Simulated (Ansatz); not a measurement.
# Sr: the cost of one run

Program: Ansatz 0.2.0. Level of theory: DFT PBE, scalar-relativistic, plane waves, PAW. These are calculated values, not measurements.

**1. The starting structure**

The structure is triclinic, space group P-1 (No. 2). Conventional cell: a = 4.120 Å, b = 5.471 Å, c = 6.734 Å, α = 68.65°, β = 86.55°, γ = 70.04°. Sr (site symmetry 1) has 2 Sr at 3.36 to 3.45 Å as nearest neighbours.

Coordinates:

```
Sr
1.0
     4.11999    0.00000    0.00000
    -1.46201    6.80552    0.00000
     2.25241    2.02594    4.72680
Sr
2
Direct
  0.23184 0.50330 0.14785
  0.69868 0.04045 0.71909
```

**2. Coarse relaxation**

input.yaml reads:

```yaml
crystal:
  lattice:
    - [4.1199886229, 0.0, 0.0]
    - [-1.4620059776, 6.8055205416, 0.0]
    - [2.2524106253, 2.0259370226, 4.7268007517]
  atoms:
    - { symbol: Sr, position: [0.231841721, 0.5032983767, 0.1478536628] }
    - { symbol: Sr, position: [0.6986822641, 0.0404482336, 0.7190859399] }
basis:
  ecutwfc: 420
kpoints:
  mp_grid: { grid: [6, 4, 4] }
hamiltonian:
  xc: pbe
scf:
  occupations: { method: gaussian, width: 0.1 }
  lower_state_search: "off"
output:
  forces: true
  stress: true
  eigenvalues: true
relax:
  adjacent_minimum: "off"
  f_tol: 0.04
  max_steps: 70
  cell: { stress_tol: 0.4 }
```

**Question.** How long does this run take on 4 threads of an x86-64 CPU, shared host, and how much memory does it need?

About 16 s, with a peak of 0.51 GiB.
